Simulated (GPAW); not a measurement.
**BaTe (honeycomb monolayer): G0W0 on several meshes in GPAW**

Wanted: mesh dependence and cost of G0W0 for BaTe (honeycomb monolayer).

Calculated with GPAW 26.7.0; PBE and many-body steps on it, plane waves.

### 1. Set-up

The cell holds 2 atoms: 1 Ba and 1 Te. Its edges and angles: a = 5.717 Å, b = 5.717 Å, c = 11.400 Å, α = 90.0°, β = 90.0°, γ = 120.0°. Vacuum lies along c.

As a file:

```cif
data_structure
_symmetry_space_group_name_H-M 'P 1'
_symmetry_Int_Tables_number 1
_cell_length_a 5.7173
_cell_length_b 5.7173
_cell_length_c 11.4000
_cell_angle_alpha 90.000
_cell_angle_beta 90.000
_cell_angle_gamma 120.000
_cell_volume 322.71
loop_
_atom_site_label
_atom_site_type_symbol
_atom_site_fract_x
_atom_site_fract_y
_atom_site_fract_z
_atom_site_occupancy
Ba1 Ba 0.33333 0.66667 0.49952 1
Te2 Te 0.66667 0.33333 0.50047 1
```

The structure was relaxed with PBE. The runs that relaxed it are not among those shown. Spin-orbit coupling is left out unless a step names it.

### 2. Empty states on the mesh, 6×6×1 mesh, 350 bands

This step: GPAW 26.7.0; DFT, PBE, plane waves, PAW.

The sums over transitions need many empty states on a uniform mesh; this step solves for them.

Input file run.py:

```python
import json
import numpy as np
from gpaw.mpi import world
from gpaw import GPAW

calc = GPAW('gs.gpw').fixed_density(kpts={'size': (6, 6, 1), 'gamma': True},
    nbands=408,
    convergence={'bands': 350},
    txt='nscf.txt')
calc.write('full.gpw', mode='all')
res = {}
kpts = calc.get_ibz_k_points()
res['kpts'] = kpts
res['eigenvalues'] = [calc.get_eigenvalues(kpt=k) for k in range(len(kpts))]
res['n_electrons'] = calc.get_number_of_electrons()

if world.rank == 0:
    with open('result.json', 'w') as f:
        json.dump(res, f, default=lambda x: x.tolist())
```

On the command line:

```bash
> mpirun -n 4 gpaw python run.py
```

Numbers of over 12 decimals in the logs are rounded to 6 here.

Log:

```text
Diagonalizing LCAO Hamiltonian
Converting LCAO to pw mode
convergence criteria:
- Maximum integral of absolute [eigenst]ate change: 4e-08 eV^2 / valence electron
maximum number of iterations: 100

SCF iterations
|iter     |     time |      energy | eigst |  dens |
|iter:   1|  |             | +4.78 |       |
|iter:   2|  |             | +3.59 |       |
|iter:   3|  |             | +2.46 |       |
[...]
|iter:  17|  |             | -7.06 |       |
|iter:  18|  |             | -7.30 |       |
|iter:  19|  |             | -7.62c|       |
SCF steps: 19
  __  _  _
 | _ |_)|_||  |
 |__||  | ||/\| - 26.7.0

Input parameters:
  mode=PW(ecut=450.000000),
  convergence={'bands': 350},
  gpts=array([28, 28, 56]),
  kpts=MonkhorstPack(size=(6, 6, 1), gamma=True),
  maxiter=100,
  nbands=408,
  occupations=Occupations(name='fermi-dirac', width=0.001, fixmagmom=False),
  parallel={},
  xc=XC(name='PBE')
# Writing to full.gpw (mode='all')
  [... matrices ...]

timing:  # [seconds]
  Total: 0.129  # ━━━━━━━━━━━━━━━━━━━━━━━━━━━━━━━━━━━━━━━━━━━━━━━━━━━━━━━━━━━
```

Run time: 5.1 min. Hardware: 4 MPI ranks of Arm Neoverse V1, shared host; peak memory 1.7 GiB.

This step gave:

```
gap                                                           : 2.469 eV
k of the valence top                                          : 0, 0, 0
k of the conduction bottom                                    : 0, 0, 0
least direct gap                                              : 2.469 eV
k points computed                                             : 7
lowest point of the top converged band, above the valence top : 59.9197 eV
```

On this mesh the gap is 2.469 eV.

### 3. 6×6×1

G0W0 replaces the xc potential by the self-energy, built once from these orbitals. Only a window of levels is corrected, while the sums run over the empty bands that the input names.

This step: G0W0 on PBE, plane waves, PAW.

Input file run.py:

```python
import json
import numpy as np
from gpaw.mpi import world
from gpaw.response.g0w0 import G0W0

gw = G0W0('full.gpw',
    filename='gw',
    kpts=[0],
    bands=(6, 10),
    ecut=36,
    nbands=158,
    truncation='2D',
    integrate_gamma='sphere',
    q0_correction=True,
    frequencies={'type': 'nonlinear', 'domega0': 0.15, 'omega2': 15.0},
    eta=0.1,
    nblocksmax=True)
gw.calculate()
res = {mode: {k: v for k, v in r.items() if k != 'sigma_eskwn'}
       for mode, r in gw.all_results.items()}

if world.rank == 0:
    with open('result.json', 'w') as f:
        json.dump(res, f, default=lambda x: x.tolist())
```

On the command line:

```bash
> mpirun -n 4 gpaw python run.py
```

Log:

```text
Using integrator: PointIntegrator
NonLinearFrequencyDescriptor(from 0.000 to 63.793 eV, 155 points)
Nonperiodic BCs:  [False False  True]
Using integrator: PointIntegrator
NonLinearFrequencyDescriptor(from 0.000 to 63.793 eV, 155 points)
Nonperiodic BCs:  [False False  True]
Applying analytical 2D correction to W:
    Evaluating Gamma point contribution to W on a 13x13x1 grid
  ___  _ _ _
 |   || | | |
 | | || | | |
 |__ ||_____|
 |___|

BZ k-points: Symmetries present (total): 6

  [... matrices ...]
36 k-points: 6 x 6 x 1 Monkhorst-Pack grid + [1/12,1/12,0.000000]
7 k-points in the irreducible part of the Brillouin zone
       k-points in crystal coordinates                weights
   0:     0.00000000    0.00000000    0.00000000          1/36
   1:     0.16666667    0.00000000    0.00000000          6/36
   2:     0.33333333   -0.16666667    0.00000000          6/36
   3:     0.33333333    0.00000000    0.00000000          6/36
   4:     0.33333333    0.33333333    0.00000000          2/36
   5:     0.50000000    0.33333333    0.00000000         12/36
   6:     0.50000000    0.50000000    0.00000000          3/36

Distributing spins, k-points and bands (1 x 1 x 4) over 1 process
Number of blocks: 4

Quasi particle states:
k-points (IBZ indices): [0]
Band range: (6, 10)
  [... matrices ...]
Computational parameters:
Plane wave cut-off: 36 eV
Number of bands: 158
Coulomb cutoff: 2D
Broadening: 0.1 eV

fxc modes: GW
Kernel: RPA
Using full-frequency real axis integration
Summing all q:

Calculating screened Coulomb potential
2D Coulomb truncation
NonLinearFrequencyDescriptor(from 0.000 to 63.793 eV, 155 points)
Removing empty qpoint cache files...

Calculating chi0 body with:
    Ground state adapter containing:
    Number of spins: 1
    Number of kpoints: 36
    Number of irreducible kpoints: 7
    Number of completely occupied states: 8
    Number of partially occupied states: 8
    Occupied states memory: 5.359375 M / cpu

    Linear response parametrization:
    q_c: [1.3877787807814457e-17, 1.3877787807814457e-17, 0.0]
    Number of frequency points: 155
    Planewave cutoff: 36.0
    Number of bands: 158
    Number of planewaves: 161
    Broadening (eta): 0.1
    comm.size: 4
    kncomm.size: 1
    blockcomm.size: 4

    Memory estimate of potentially large arrays:
        chi0_wGG: 15.326519 M / cpu
Integrating chi0 body.

Symmetries of q_c:
    Direct symmetries (Uq -> q): 6
    Indirect symmetries (TUq -> q): 6
In total 12 allowed symmetries.

  [... matrices ...]
7 groups of equivalent kpoints. 80.555556% reduction.

Integral kind: spectral function
Integrating chi0 head and wings.

Symmetries of q_c:
    Direct symmetries (Uq -> q): 6
    Indirect symmetries (TUq -> q): 6
In total 12 allowed symmetries.

  [... matrices ...]
7 groups of equivalent kpoints. 80.555556% reduction.

Integral kind: spectral function wings

Calculating chi0 body with:
    Ground state adapter containing:
    Number of spins: 1
    Number of kpoints: 36
    Number of irreducible kpoints: 7
    Number of completely occupied states: 8
    Number of partially occupied states: 8
[... the further q-points ...]

Results:
f:      Occupation numbers
eps:     KS-eigenvalues [eV]
vxc:     KS vxc [eV]
exx:     Exact exchange [eV]
sigma:   Self-energies [eV]
dsigma:  Self-energy derivatives
Z:       Renormalization factors
qp:      QP-energies [eV]

k-point 0 (0): (0.000, 0.000, 0.000)                GW
band       f     eps     vxc     exx   sigma  dsigma       Z      qp
                                                                   GW
   6   1.000  -2.644 -12.171 -14.691   1.195  -0.319   0.758  -3.649
   7   1.000  -2.056 -10.945 -13.513   1.062  -0.281   0.780  -3.231
   8   0.000   0.414  -4.833  -2.128  -1.827  -0.192   0.839   1.150
   9   0.000   1.843  -8.330  -4.568  -2.340  -0.222   0.818   3.007
```

Wall time 68 s (4 MPI ranks); peak memory 1.6 GiB.

This step gave:

| Quantity | Value |
| --- | --- |
| G0W0 gap on the points computed | 4.382 eV |
| least direct G0W0 gap on the computed points | 4.382 eV |
| Z at the valence top | 0.7805 |
| Z at the conduction bottom | 0.8388 |
| starting gap on the mesh | 2.469 eV |
| k of the valence top | 0, 0, 0 |
| k of the conduction bottom | 0, 0, 0 |

The gap on the mesh goes from 2.47 eV to 4.38 eV, a correction of +1.91 eV.

### 4. Empty states on the mesh, 3×3×1 mesh, 168 bands

This step: DFT, PBE, plane waves, PAW.

Input file run.py:

```python
import json
import numpy as np
from gpaw.mpi import world
from gpaw import GPAW

calc = GPAW('gs.gpw').fixed_density(kpts={'size': (3, 3, 1), 'gamma': True},
    nbands=196,
    convergence={'bands': 168},
    txt='nscf.txt')
calc.write('full.gpw', mode='all')
res = {}
kpts = calc.get_ibz_k_points()
res['kpts'] = kpts
res['eigenvalues'] = [calc.get_eigenvalues(kpt=k) for k in range(len(kpts))]
res['n_electrons'] = calc.get_number_of_electrons()

if world.rank == 0:
    with open('result.json', 'w') as f:
        json.dump(res, f, default=lambda x: x.tolist())
```

On the command line:

```bash
> mpirun -n 4 gpaw python run.py
```

Log:

```text
Diagonalizing LCAO Hamiltonian
Converting LCAO to pw mode
convergence criteria:
- Maximum integral of absolute [eigenst]ate change: 4e-08 eV^2 / valence electron
maximum number of iterations: 100

SCF iterations
|iter     |     time |      energy | eigst |  dens |
|iter:   1|  |             | +4.40 |       |
|iter:   2|  |             | +3.14 |       |
|iter:   3|  |             | +2.04 |       |
[...]
|iter:  14|  |             | -6.94 |       |
|iter:  15|  |             | -7.22 |       |
|iter:  16|  |             | -7.55c|       |
SCF steps: 16
  __  _  _
 | _ |_)|_||  |
 |__||  | ||/\| - 26.7.0

Input parameters:
  mode=PW(ecut=450.000000),
  convergence={'bands': 168},
  gpts=array([28, 28, 56]),
  kpts=MonkhorstPack(size=(3, 3, 1), gamma=True),
  maxiter=100,
  nbands=196,
  occupations=Occupations(name='fermi-dirac', width=0.001, fixmagmom=False),
  parallel={},
  xc=XC(name='PBE')
# Writing to full.gpw (mode='all')
  [... matrices ...]

timing:  # [seconds]
  Total: 0.080  # ━━━━━━━━━━━━━━━━━━━━━━━━━━━━━━━━━━━━━━━━━━━━━━━━━━━━━━━━━━━
```

Run time: 39 s. Hardware: 4 MPI ranks; peak memory 0.86 GiB; 2.6 min of CPU time.

Numbers from this step:

```yaml
gap: 2.469 eV
k_of_the_valence_top: 0, 0, 0
k_of_the_conduction_bottom: 0, 0, 0
least_direct_gap: 2.469 eV
k_points_computed: 3
lowest_point_of_the_top_converged_band_above_the_valence_top: 36.86 eV
```

On this mesh the gap is 2.469 eV.

### 5. 3×3×1

This step: G0W0 on PBE, plane waves, PAW.

Input file run.py:

```python
import json
import numpy as np
from gpaw.mpi import world
from gpaw.response.g0w0 import G0W0

gw = G0W0('full.gpw',
    filename='gw',
    kpts=[0],
    bands=(6, 10),
    ecut=36,
    nbands=158,
    truncation='2D',
    integrate_gamma='sphere',
    q0_correction=True,
    frequencies={'type': 'nonlinear', 'domega0': 0.15, 'omega2': 15.0},
    eta=0.1,
    nblocksmax=True)
gw.calculate()
res = {mode: {k: v for k, v in r.items() if k != 'sigma_eskwn'}
       for mode, r in gw.all_results.items()}

if world.rank == 0:
    with open('result.json', 'w') as f:
        json.dump(res, f, default=lambda x: x.tolist())
```

On the command line:

```bash
> mpirun -n 4 gpaw python run.py
```

Log:

```text
Using integrator: PointIntegrator
NonLinearFrequencyDescriptor(from 0.000 to 63.793 eV, 155 points)
Nonperiodic BCs:  [False False  True]
Using integrator: PointIntegrator
NonLinearFrequencyDescriptor(from 0.000 to 63.793 eV, 155 points)
Nonperiodic BCs:  [False False  True]
Applying analytical 2D correction to W:
    Evaluating Gamma point contribution to W on a 25x25x1 grid
  ___  _ _ _
 |   || | | |
 | | || | | |
 |__ ||_____|
 |___|

BZ k-points: Symmetries present (total): 6

  [... matrices ...]
9 k-points: 3 x 3 x 1 Monkhorst-Pack grid
3 k-points in the irreducible part of the Brillouin zone
       k-points in crystal coordinates                weights
   0:     0.00000000    0.00000000    0.00000000          1/9
   1:     0.33333333    0.00000000    0.00000000          6/9
   2:     0.33333333    0.33333333    0.00000000          2/9

Distributing spins, k-points and bands (1 x 1 x 4) over 1 process
Number of blocks: 4

Quasi particle states:
k-points (IBZ indices): [0]
Band range: (6, 10)
  [... matrices ...]
Computational parameters:
Plane wave cut-off: 36 eV
Number of bands: 158
Coulomb cutoff: 2D
Broadening: 0.1 eV

fxc modes: GW
Kernel: RPA
Using full-frequency real axis integration
Summing all q:

Calculating screened Coulomb potential
2D Coulomb truncation
NonLinearFrequencyDescriptor(from 0.000 to 63.793 eV, 155 points)
Removing empty qpoint cache files...

Calculating chi0 body with:
    Ground state adapter containing:
    Number of spins: 1
    Number of kpoints: 9
    Number of irreducible kpoints: 3
    Number of completely occupied states: 8
    Number of partially occupied states: 8
    Occupied states memory: 5.359375 M / cpu

    Linear response parametrization:
    q_c: [0.0, 0.0, 0.0]
    Number of frequency points: 155
    Planewave cutoff: 36.0
    Number of bands: 158
    Number of planewaves: 161
    Broadening (eta): 0.1
    comm.size: 4
    kncomm.size: 1
    blockcomm.size: 4

    Memory estimate of potentially large arrays:
        chi0_wGG: 15.326519 M / cpu
Integrating chi0 body.

Symmetries of q_c:
    Direct symmetries (Uq -> q): 6
    Indirect symmetries (TUq -> q): 6
In total 12 allowed symmetries.

  [... matrices ...]
3 groups of equivalent kpoints. 66.666667% reduction.

Integral kind: spectral function
Integrating chi0 head and wings.

Symmetries of q_c:
    Direct symmetries (Uq -> q): 6
    Indirect symmetries (TUq -> q): 6
In total 12 allowed symmetries.

  [... matrices ...]
3 groups of equivalent kpoints. 66.666667% reduction.

Integral kind: spectral function wings

Calculating chi0 body with:
    Ground state adapter containing:
    Number of spins: 1
    Number of kpoints: 9
    Number of irreducible kpoints: 3
    Number of completely occupied states: 8
    Number of partially occupied states: 8
    Occupied states memory: 5.359375 M / cpu

    Linear response parametrization:
[... the further q-points ...]

Results:
f:      Occupation numbers
eps:     KS-eigenvalues [eV]
vxc:     KS vxc [eV]
exx:     Exact exchange [eV]
sigma:   Self-energies [eV]
dsigma:  Self-energy derivatives
Z:       Renormalization factors
qp:      QP-energies [eV]

k-point 0 (0): (0.000, 0.000, 0.000)                GW
band       f     eps     vxc     exx   sigma  dsigma       Z      qp
                                                                   GW
   6   1.000  -2.644 -12.171 -14.707   1.165  -0.299   0.770  -3.699
   7   1.000  -2.056 -10.945 -13.512   1.033  -0.260   0.794  -3.274
   8   0.000   0.414  -4.833  -2.121  -1.870  -0.196   0.836   1.117
   9   0.000   1.843  -8.330  -4.558  -2.330  -0.214   0.824   3.031
```

Elapsed: 17 s, on 4 MPI ranks; peak memory 1.7 GiB; 70 s of CPU time.

Numbers from this step:

| Property | Result |
| --- | --- |
| G0W0 gap on the points computed | 4.391 eV |
| least direct G0W0 gap on the computed points | 4.391 eV |
| Z at the valence top | 0.7938 |
| Z at the conduction bottom | 0.8361 |
| starting gap on the mesh | 2.469 eV |
| k of the valence top | 0, 0, 0 |
| k of the conduction bottom | 0, 0, 0 |

Against G0W0 in GPAW (6×6×1 mesh, 158 bands, screening to 36 eV, full frequency, Hilbert transform), the gap moves by +0.010 eV.

### 6. The runs together

Times are wall times on 4 MPI ranks of Arm Neoverse V1, shared host, good to a factor of about two.

| run | mesh | bands | screening cutoff (eV) | DFT gap (eV) | gap on the mesh (eV) | direct (eV) | time |
| --- | --- | --- | --- | --- | --- | --- | --- |
| 6×6×1 | 6×6×1 | 158 | 36 | 2.469 | 4.382 | 4.382 | 68 s |
| 3×3×1 | 3×3×1 | 158 | 36 | 2.469 | 4.391 | 4.391 | 17 s |

### 7. Results

```json
{
  "6×6×1": "4.382 eV",
  "3×3×1": "4.391 eV",
  "known limits": "not at the basis limit; no spin-orbit coupling"
}
```

**Reading.** 3×3×1: +0.010 eV against 6×6×1. Bands and cutoff are finite, so the gap is not at the basis limit. The miss can reach some tenths of an eV and take either sign; the mesh is an error of its own. These stock PAW sets were not made for GW; the filled d or f shell of Te lies in the frozen core, which bears on start and correction. In the G0W0 runs levels were corrected at 1 k point alone, so a gap called «on the mesh» is the least over those, and an edge elsewhere would be missed. Mesh or cutoff lie under what a gap needs, so these runs test behaviour and cost; their gaps are not to be quoted. The many-body steps are scalar-relativistic: spin-orbit coupling is not in them.

[Paths, hosts, dates, memory and timing lines, banners, echoed tables and standing remarks are left out of the program output.]

[Logs are printed without paths, hosts, clocks, repeated set-up lines and the standing remarks that a program may print on its own settings, such as how far it seeks lower states.]

[Runs of the session that timed out or met a known fault of the program may be left out.]

[Hosts, paths, dates, database ids (printed as entryN), source tags and the programs' standing remarks are cut or masked in the printed files.]
